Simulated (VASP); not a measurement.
# P (R-3m) in VASP: settings compared

Aim: see how the results for P move with the level of theory and the settings. Levels: PBE, LDA. Tasks: single point.

All numbers are computed with VASP 6.6.1; they aren't measurements. Logs are shortened: lines on timing, memory, paths and dates and some standing lists are left out, and cuts for length are marked.

**1. Starting point**

Symmetry: R-3m, No. 166, trigonal system. The conventional cell has a = 3.451 Å, b = 3.451 Å, c = 9.389 Å, α = 90.00°, β = 90.00°, γ = 120.00°. Around P (site symmetry 3m) lie 3 P at 2.29 Å.

This isn't the form of P at room conditions, which is orthorhombic.

**2. Single point, PBE**

Input file INCAR:

```
SYSTEM = P
PREC = Accurate
ENCUT = 520
EDIFF = 1E-6
ISMEAR = -5
SIGMA = 0.1
LREAL = .FALSE.
LASPH = .TRUE.
NELM = 100
ALGO = Fast
ISIF = 2
LWAVE = .FALSE.
LCHARG = .FALSE.
GGA = PE
NBANDS = 12
```

Input file KPOINTS:

```
Automatic mesh
0
G
  9 9 9
  0 0 0
```

Input file POSCAR:

```
P
1.0
    1.7257251780      0.9963478961      3.1296800121
   -1.7257251780      0.9963478961      3.1296800121
    0.0000000000     -1.9926957921      3.1296800121
P
2
Direct
    0.7729197500      0.7729197500      0.7729197500
    0.2270802500      0.2270802500      0.2270802500
```

Potentials or basis: VASP PAW PBE potentials, release 64 (P).

On the command line:

```
> cat potpaw_PBE.64/P/POTCAR > POTCAR
> mpirun -np 1 vasp_std > vasp.out
```

OUTCAR:

```text
SYSTEM = P
   PREC = Accurate
   ENCUT = 520
   EDIFF = 1E-6
   ISMEAR = -5
   LREAL = .FALSE.
   LASPH = .TRUE.
   NELM = 100
   ISIF = 2
   GGA = PE

 ion  position               nearest neighbor table
   1  0.773  0.773  0.773-   2 2.29   2 2.29   2 2.29   2 2.82   2 2.82   2 2.82
   2  0.227  0.227  0.227-   1 2.29   1 2.29   1 2.29   1 2.82   1 2.82   1 2.82

  LATTYP: Found a trigonal (rhomboedric) cell.
 ALAT       =     3.7102201415
 COS(alpha) =     0.5673129383

  Lattice vectors:

 A1 = (   1.7257251780,   0.9963478961,   3.1296800121)
 A2 = (  -1.7257251780,   0.9963478961,   3.1296800121)
 A3 = (   0.0000000000,  -1.9926957921,   3.1296800121)

Analysis of symmetry for initial positions (statically):
=====================================================================
 Subroutine PRICEL returns:
 Original cell was already a primitive cell.

 Routine SETGRP: Setting up the symmetry group for a
 trigonal (rhombohedral) supercell.

 Subroutine GETGRP returns: Found 12 space group operations
 (whereof 12 operations were pure point group operations)
 out of a pool of 12 trial point group operations.

The static configuration has the point symmetry D_3d.

Analysis of symmetry for dynamics (positions and initial velocities):
=====================================================================
 Subroutine PRICEL returns:
 Original cell was already a primitive cell.

 Routine SETGRP: Setting up the symmetry group for a
 trigonal (rhombohedral) supercell.

 Subroutine GETGRP returns: Found 12 space group operations
 (whereof 12 operations were pure point group operations)
 out of a pool of 12 trial point group operations.

The dynamic configuration has the point symmetry D_3d.

 Subroutine INISYM returns: Found 12 space group operations
 (whereof 12 operations are pure point group operations),
 and found     1 'primitive' translations

----------------------------------------------------------------------------------------

                                     Primitive cell

  volume of cell :      32.2875

  direct lattice vectors                    reciprocal lattice vectors
     1.725725178  0.996347896  3.129680012     0.289733271  0.167277582  0.106507161
    -1.725725178  0.996347896  3.129680012    -0.289733271  0.167277582  0.106507161
     0.000000000 -1.992695792  3.129680012     0.000000000 -0.334555164  0.106507161

  length of vectors
     3.710220141  3.710220141  3.710220141     0.351099605  0.351099605  0.351099605

  position of ions in fractional coordinates (direct lattice)
     0.772919750  0.772919750  0.772919750
     0.227080250  0.227080250  0.227080250

  ion indices of the primitive-cell ions
   primitive index   ion index
                 1           1
                 2           2

----------------------------------------------------------------------------------------

 KPOINTS: Automatic mesh

Automatic generation of k-mesh.
 Grid dimensions read from file:
 generate k-points for:    9    9    9

 Generating k-lattice:

  Cartesian coordinates                     Fractional coordinates (reciprocal lattice)
     0.032192586  0.018586398  0.011834129     0.111111111  0.000000000  0.000000000
    -0.032192586  0.018586398  0.011834129     0.000000000  0.111111111  0.000000000
     0.000000000 -0.037172796  0.011834129    -0.000000000 -0.000000000  0.111111111

  Length of vectors
     0.039011067  0.039011067  0.039011067

  Shift w.r.t. Gamma in fractional coordinates (k-lattice)
     0.000000000  0.000000000  0.000000000

 TETIRR: Found    369 inequivalent tetrahedra from     4374

 Subroutine IBZKPT returns following result:
 ===========================================

 Found     85 irreducible k-points:

 Following reciprocal coordinates:
            Coordinates               Weight
  0.000000  0.000000  0.000000      1.000000
  0.111111 -0.000000  0.000000      6.000000
  0.222222  0.000000  0.000000      6.000000
  0.333333 -0.000000 -0.000000      6.000000
  0.444444  0.000000  0.000000      6.000000
  0.111111  0.111111  0.000000      6.000000
[... 16 lines left out ...]
 -0.333333  0.333333  0.000000      6.000000
  0.444444  0.444444  0.000000      6.000000
 [... further k-points ...]
   k-points           NKPTS =     85   k-points in BZ     NKDIM =     85   number of bands    NBANDS=     12
   number of dos      NEDOS =    301   number of ions     NIONS =      2
   total plane-waves  NPLWV =  21952
   dimension x,y,z NGX =    28 NGY =   28 NGZ =   28
   dimension x,y,z NGXF=    56 NGYF=   56 NGZF=   56
   ions per type =               2
   NGX,Y,Z   is equivalent  to a cutoff of  12.55, 12.55, 12.55 a.u.
   NGXF,Y,Z  is equivalent  to a cutoff of  25.09, 25.09, 25.09 a.u.
 SYSTEM =  P
   PREC   = accura    normal or accurate (medium, high low for compatibility)
   ISTART =      0    job   : 0-new  1-cont  2-samecut
   ICHARG =      2    charge: 1-file 2-atom 10-const
   ISPIN  =      1    spin polarized calculation?
   LNONCOLLINEAR =      F non collinear calculations
   LSORBIT =      F    spin-orbit coupling
   LASPH  =      T    aspherical Exc in radial PAW
   ENCUT  =  520.0 eV  38.22 Ry    6.18 a.u.   6.90  6.90  6.90*2*pi/ulx,y,z
   NELM   =    100;   NELMIN=  2; NELMDL= -5     # of ELM steps
   EDIFF  = 0.1E-05   stopping-criterion for ELM
   LREAL  =      F    real-space projection
   EDIFFG = 0.1E-04   stopping-criterion for IOM
   NSW    =      0    number of steps for IOM
   IBRION =     -1    ionic relax: 0-MD 1-quasi-New 2-CG
   NFREE  =      0    steps in history (QN), initial steepest desc. (CG)
   ISIF   =      2    stress and relaxation
   ISYM   =      2    0-nonsym 1-usesym 2-fastsym
   POTIM  = 0.5000    time-step for ionic-motion
   TEBEG  =    0.0;   TEEND  =   0.0 temperature during run
   PSTRESS=    0.0 pullay stress
   NELECT =      10.0000    total number of electrons
   NUPDOWN=      -1.0000    fix difference up-down
   EMIN   =  10.00;   EMAX   =-10.00  energy-range for DOS
   EFERMI =   0.00;   METHOD = LEGACY
   ISMEAR =    -5;   SIGMA  =   0.10  broadening in eV -4-tet -1-fermi 0-gaus
   EFERMI_NEDOS =   21; number of points for ismear=-14 and -15
   IALGO  =     68    algorithm
   IMIX   =      4    mixing-type and parameters
     AMIX     =   0.40;   BMIX     =  1.00
     AMIX_MAG =   1.60;   BMIX_MAG =  1.00
  volume/ion in A,a.u.               =      16.14       108.94
  Fermi-wavevector in a.u.,A,eV,Ry     =   1.107636  2.093128 16.692396  1.226857
  Thomas-Fermi vector in A             =   2.244152
   LORBIT       =      0    0 simple, 1 ext, 2 COOP (PROOUT), +10 PAW based schemes
   GGA     = PE    functional components
   LHFCALC =     F    Hartree Fock is set to
   AEXX    =    0.0000 exact exchange contribution
   IVDW    =     0    specifies the selected vdW correction
   LEPSILON=     F    determine dielectric tensor
   LRPA    =     F    only Hartree local field effects (RPA)
 non-spin polarized calculation
 RMM-DIIS sequential band-by-band and
 Fermi weights with tetrahedron method with Bloechl corrections
  energy-cutoff  :      520.00
  volume of cell :       32.29
 maximum number of plane-waves:       886
   NGX = 13   NGY = 13   NGZ = 13

 number of electron      10.0000000 magnetization

 Free energy of the ion-electron system (eV)
  ---------------------------------------------------
  ext. energy  EPLUGINS =         0.00000000
  ---------------------------------------------------
  free energy    TOTEN  =       -10.65021855 eV

  energy without entropy =      -10.65021855  energy(sigma->0) =      -10.65021855

 E-fermi :   9.0711     XC(G=0): -10.7498

 val. band max:        9.5584142578   @ k =   0.3333   0.2222   0.2222
 cond. band min:       8.8357467016   @ k =   0.4444   0.0000   0.0000
 fundamental gap:     -0.7226675562
 Fermi energy:         9.0710538126

 k-point     1 :       0.0000    0.0000    0.0000
  band No.  band energies     occupation
      1      -7.5511      2.00000
      2       5.3534      2.00000
      3       5.8266      2.00000
      4       6.0689      2.00000
      5       6.0689      2.00000
      6      10.3122      0.00000
      7      11.6109      0.00000
      8      11.6109      0.00000
      9      14.7852      0.00000
     10      14.7852      0.00000
     11      16.1149      0.00000
     12      16.1273      0.00000

 k-point     2 :       0.1111   -0.0000    0.0000
  band No.  band energies     occupation
      1      -7.3512      2.00000
      2       3.8235      2.00000
      3       5.7362      2.00000
      4       5.9146      2.00000
      5       6.8343      2.00000
      6      10.7485      0.00000
      7      11.5469      0.00000
      8      11.6209      0.00000
      9      13.7086      0.00000
     10      14.1935      0.00000
     11      14.9388      0.00000
     12      17.6745      0.00000

 k-point     3 :       0.2222    0.0000    0.0000
  band No.  band energies     occupation
      1      -6.7559      2.00000
      2       1.6346      2.00000
      3       5.5330      2.00000
      4       5.5886      2.00000
      5       7.5116      2.00107
      6      10.4079      0.00000
      7      10.8592      0.00000
      8      11.0235      0.00000
      9      14.2094      0.00000
     10      14.7688      0.00000
     11      14.9252      0.00000
     12      20.1779      0.00000
[... 286 lines left out ...]
 k-point    23 :      -0.3333    0.3333    0.0000
  band No.  band energies     occupation
      1      -2.9930      2.00000
      2      -2.6029      2.00000
      3       1.3172      2.00000
      4       4.7182      2.00000
      5       5.1654      2.00000
      6      11.3745      0.00000
      7      12.2002      0.00000
      8      14.6463      0.00000
      9      15.3369      0.00000
     10      16.3135      0.00000
     11      18.6926      0.00000
     12      21.8248      0.00000

 k-point    24 :       0.4444    0.4444    0.0000
  band No.  band energies     occupation
      1      -4.1445      2.00000
      2      -0.7757      2.00000
      3       2.2476      2.00000
      4       3.6049      2.00000
      5       3.7117      2.00000
      6       9.1115      0.00000
      7      14.9769      0.00000
      8      16.2971      0.00000
      9      16.8385      0.00000
     10      17.8185      0.00000
     11      21.6980      0.00000
     12      21.7806      0.00000

 [... further k-points ...]

------------------------ aborting loop because EDIFF is reached ----------------------------------------

  FORCE on cell =-STRESS in cart. coord.  units (eV):
  Direction    XX          YY          ZZ          XY          YZ          ZX
  --------------------------------------------------------------------------------------
  -------------------------------------------------------------------------------------
  Total        0.4816314      0.4816314      0.1678994      0.0000000      0.0000000      0.0000000
  in kB       23.8996499     23.8996499      8.3315516      0.0000000      0.0000000      0.0000000
  external PRESSURE =      18.7102838 kB  Pullay stress =       0.0000000 kB

 VOLUME and BASIS-vectors are now :
 -----------------------------------------------------------------------------
  energy-cutoff  :      520.00
  volume of cell :       32.29
      direct lattice vectors                 reciprocal lattice vectors
     1.725725178  0.996347896  3.129680012     0.289733271  0.167277582  0.106507161
    -1.725725178  0.996347896  3.129680012    -0.289733271  0.167277582  0.106507161
     0.000000000 -1.992695792  3.129680012     0.000000000 -0.334555164  0.106507161

 POSITION                                       TOTAL-FORCE (eV/Angst)
 -----------------------------------------------------------------------------------
      0.00000      0.00000      7.25697         0.000000     -0.000000     -0.174012
      0.00000      0.00000      2.13207         0.000000      0.000000      0.174012
 -----------------------------------------------------------------------------------
    total drift:                                0.000000     -0.000000     -0.000000

  FREE ENERGIE OF THE ION-ELECTRON SYSTEM (eV)
  ---------------------------------------------------
  free  energy   TOTEN  =       -10.6502185479 eV

  energy  without entropy=      -10.6502185479  energy(sigma->0) =      -10.65021855
```

Wall time 20 s (1 thread of AMD EPYC 9R45 (Zen 5), shared host); peak memory 0.12 GiB.

Results:

```
Free energy            : -10.6502 eV
Pressure               : 1.9 GPa
Largest force          : 0.174 eV/Å
Band gap on the k mesh : none (metal or under the smearing width)
```

Forces in eV/Å, atoms in the order of the input:
```
P    0.000  0.000 -0.174
P    0.000  0.000  0.174
```

Stress tensor (GPa, compression positive):
```
2.39 0.00 0.00
0.00 2.39 0.00
0.00 0.00 0.83
```

Caveat: tetrahedron occupations give inexact forces and stress in metals.

**3. Single point, LDA, collinear spin, typed start**

Input file INCAR:

```
SYSTEM = P
  PREC = Accurate
  ENCUT = 520
  EDIFF = 1E-6
  ISMEAR = -1
  SIGMA = 0.01
  LREAL = .FALSE.
  LASPH = .TRUE.
  NELM = 150
  ALGO = Normal
  ISIF = 2
  LWAVE = .FALSE.
  LCHARG = .FALSE.
  ISPIN = 2
  MAGMOM = 0.5 -0.5
  LORBIT = 11
  NBANDS = 16
```

Input file KPOINTS:

```
regular mesh
0
G
  9 9 9
  0 0 0
```

POSCAR is that of step 2.

Potentials or basis: VASP PAW LDA potentials, release 64 (P).

On the command line:

```
> cat potpaw_LDA.64/P/POTCAR > POTCAR
> mpirun -np 1 vasp_std > vasp.out
```

OUTCAR:

```text
SYSTEM = P
   PREC = Accurate
   ENCUT = 520
   EDIFF = 1E-6
   ISMEAR = -1
   LREAL = .FALSE.
   LASPH = .TRUE.
   NELM = 150
   ISIF = 2
   ISPIN = 2
   LORBIT = 11

 ion  position               nearest neighbor table
   1  0.773  0.773  0.773-   2 2.29   2 2.29   2 2.29   2 2.82   2 2.82   2 2.82
   2  0.227  0.227  0.227-   1 2.29   1 2.29   1 2.29   1 2.82   1 2.82   1 2.82

  LATTYP: Found a trigonal (rhomboedric) cell.
 ALAT       =     3.7102201415
 COS(alpha) =     0.5673129383

  Lattice vectors:

 A1 = (   1.7257251780,   0.9963478961,   3.1296800121)
[... 1129 lines left out ...]

 VOLUME and BASIS-vectors are now :
 -----------------------------------------------------------------------------
  energy-cutoff  :      520.00
  volume of cell :       32.29
      direct lattice vectors                 reciprocal lattice vectors
     1.725725178  0.996347896  3.129680012     0.289733271  0.167277582  0.106507161
    -1.725725178  0.996347896  3.129680012    -0.289733271  0.167277582  0.106507161
     0.000000000 -1.992695792  3.129680012     0.000000000 -0.334555164  0.106507161

 POSITION                                       TOTAL-FORCE (eV/Angst)
 -----------------------------------------------------------------------------------
      0.00000      0.00000      7.25697         0.000000     -0.000000     -0.126805
      0.00000      0.00000      2.13207         0.000000      0.000000      0.126805
 -----------------------------------------------------------------------------------
    total drift:                                0.000000     -0.000000     -0.000000

  FREE ENERGIE OF THE ION-ELECTRON SYSTEM (eV)
  ---------------------------------------------------
  free  energy   TOTEN  =       -12.1048222287 eV

  energy  without entropy=      -12.1045764471  energy(sigma->0) =      -12.10469934

 total charge

# of ion       s       p       d       tot
------------------------------------------
    1        1.097   1.334   0.000   2.431
    2        1.097   1.334   0.000   2.431
--------------------------------------------------
tot          2.193   2.669   0.000   4.862

 magnetization (x)

# of ion       s       p       d       tot
------------------------------------------
    1       -0.000  -0.000   0.000  -0.000
    2        0.000   0.000   0.000   0.000
--------------------------------------------------
tot          0.000   0.000   0.000   0.000
```

It took 52 s on 1 thread of Intel Xeon Platinum 8488C (Sapphire Rapids), shared host; peak memory 0.18 GiB.

Results:

| Property | Result |
| --- | --- |
| Free energy | -12.1048 eV |
| Pressure | -3.2 GPa |
| Largest force | 0.127 eV/Å |
| Band gap on the k mesh | none (metal or under the smearing width) |
| Net moment | 0.00 μB per cell |
| Valence electrons inside the program's atomic spheres | P 2.43 |

Forces in eV/Å, atoms in the order of the input:
```
P    0.000  0.000 -0.127
P    0.000  0.000  0.127
```

**4. Single point, PBE**

Input file INCAR:

```
PREC     = Accurate       # precision mode
ENCUT    = 520            # plane-wave cutoff, eV
EDIFF    = 1E-7           # SCF threshold, eV
ISMEAR   = -1             # smearing method
SIGMA    = 0.03           # smearing width, eV
LREAL    = F              # projectors in reciprocal space
LASPH    = T              # aspherical terms in the spheres
NELM     = 100            # most SCF steps
ALGO     = Normal         # electronic algorithm
ISIF     = 2              # what is computed and relaxed
LWAVE    = F              # write WAVECAR
LCHARG   = T              # write CHGCAR
GGA      = PE             # functional
LELF     = T              # ELF
LVHAR    = T            
NBANDS   = 12             # bands
```

Input file KPOINTS:

```
Automatic mesh
0
Gamma
  5 5 5
```

POSCAR is that of step 3.

Potentials or basis: VASP PAW PBE potentials, release 64 (P).

On the command line:

```
> cat potpaw_PBE.64/P/POTCAR > POTCAR
> mpirun -np 1 vasp_std > vasp.out
```

Wall time 9.2 s (1 thread of Intel Xeon Platinum 8488C (Sapphire Rapids), shared host); peak memory 0.14 GiB.

The run converged. Its results:

```
Free energy            : -10.6756 eV
Pressure               : 1.9 GPa
Largest force          : 0.050 eV/Å
Band gap on the k mesh : none (metal or under the smearing width)
```

Forces on the atoms (eV/Å):
```
P    0.000  0.000 -0.050
P    0.000  0.000  0.050
```

Stress tensor (GPa, compression positive):
```
2.37 0.00 0.00
0.00 2.37 0.00
0.00 0.00 0.97
```

Levels at points of the mesh, in eV from the Fermi level:
```tsv
k point	band 1	band 2	band 3	band 4	band 5	band 6	band 7	band 8	band 9	band 10
(0.00, 0.00, 0.00)	-16.55	-3.67	-3.19	-2.92	-2.92	1.34	2.62	2.62	5.77	5.77
```

Caveat: the k mesh is coarse (spacing up to 0.44 Å⁻¹), so the values aren't converged.

**5. Overview**

```csv
level,potentials or basis,spin,k mesh,smearing,mesh quality,gap on the mesh (eV),pressure (GPa),largest force (eV/Å)
PBE,"VASP PAW PBE potentials, release 64 (P)",off,9 × 9 × 9,tetrahedron,not flagged,none,1.9,0.17
LDA,"VASP PAW LDA potentials, release 64 (P)","collinear, typed start",9 × 9 × 9,fermi-dirac 0.01 eV,not flagged,none,-3.2,0.13
PBE,"VASP PAW PBE potentials, release 64 (P)",off,5 × 5 × 5,fermi-dirac 0.03 eV,coarse,none,1.9,0.05
```

Alike in all rows: task single point; cell as given; cutoff (eV) 520.

Caveats: some runs use coarse meshes; tetrahedron occupations give inexact forces and stress in metals (some runs).

Total energies depend on the potentials used, so only differences within one code and one set of settings carry meaning.
